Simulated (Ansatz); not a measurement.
Computed properties of HgS

```
Hg S
1.0
     0.00000    2.92900    2.92900
     2.92900    0.00000    2.92900
     2.92900    2.92900    0.00000
Hg S
1 1
Direct
  0.00000 0.00000 0.00000
  0.75000 0.75000 0.75000
```

Atoms are numbered in the order listed.

The cell is COD entry 1011368, as deposited and not checked against the literature; nothing was relaxed.

Spin–orbit coupling is left out, though it moves levels of the heavy atoms by tenths of an eV or more.

Methods: DFT, PBE, all-electron LAPW, scalar-relativistic (Ansatz 0.2.0); DFT, PBE, PAW with Ansatz's default frozen-core files, scalar-relativistic (Ansatz 0.2.0).

For LAPW: a Γ-centred 8×8×8 k mesh, Fermi–Dirac smearing of 0.02 eV, basis error target 1 meV/atom, no spin polarisation. PAW takes a cutoff of 420 eV at this cell. The Ansatz runs share mesh, smearing and spin set-up. Values come from LAPW unless marked.

| Property | Result |
| --- | --- |
| Density of states at the Fermi level (0.2 eV bin) | 0.01 states/eV per cell |
| Volume per atom | 25.13 Å³ |

**Question.** Give the computed value. Löwdin charges (with 0.21 e of the cell spilling out of the atomic basis, so their sizes and signs hang on that basis).

**Answer.** Hg1 1.13, S2 -0.92 e.

**Question.** Pressure at this cell: what does the calculation give?

**Answer.** 4.05 GPa.

**Question.** Band gap: what does the calculation give?

**Answer.** None at this level of theory (metallic, semimetallic, or a small gap that the functional closes).

**Question.** Give the computed value. Bader charges (from the PAW run).

**Answer.** Hg1 +0.53, S2 -0.53 e.
